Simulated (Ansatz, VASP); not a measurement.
## Two plane-wave programs on NaCl

```xyz
2
Lattice="3.6269 0.0350 -0.0350 0.0350 3.6269 -0.0350 -0.0350 -0.0350 3.6269" Properties=species:S:1:pos:R:3 pbc="T T T"
Na    0.0000    0.0000    0.0000
Cl    1.8135    1.8135    1.7784
```

Alike in both runs: task single point; functional PBEsol; k mesh 6 × 6 × 6; occupations gaussian, width 0.02 eV; no spin polarisation.

|  | VASP | Ansatz |
| --- | --- | --- |
| version | VASP 6.6.1 | Ansatz 0.2.0 |
| potentials or method | VASP PAW PBE potentials, release 64 (Na_pv, Cl) | scalar-relativistic, plane waves, PAW |
| plane-wave cutoff (eV) | 520 | 420 |
| valence electrons in the cell | 14 | 16 |

```tsv
	VASP	Ansatz	Ansatz less VASP
gap on the k mesh at the Fermi level (eV)	3.54	3.54	+0.003
least direct gap on the mesh (eV)	3.91	3.91	+0.002
pressure (GPa)	-3.0	-3.0	+0.01
largest component of the traceless stress (GPa)	0.11	0.11	+0.002
```

With one functional, cell and mesh, what is left measures potentials, basis and numerics. The two sets of potentials don't hold the same shells in valence.

Caveats: the PAW data sets were made with another functional, which shifts forces and pressure a little (VASP). A k mesh can miss the band edges.
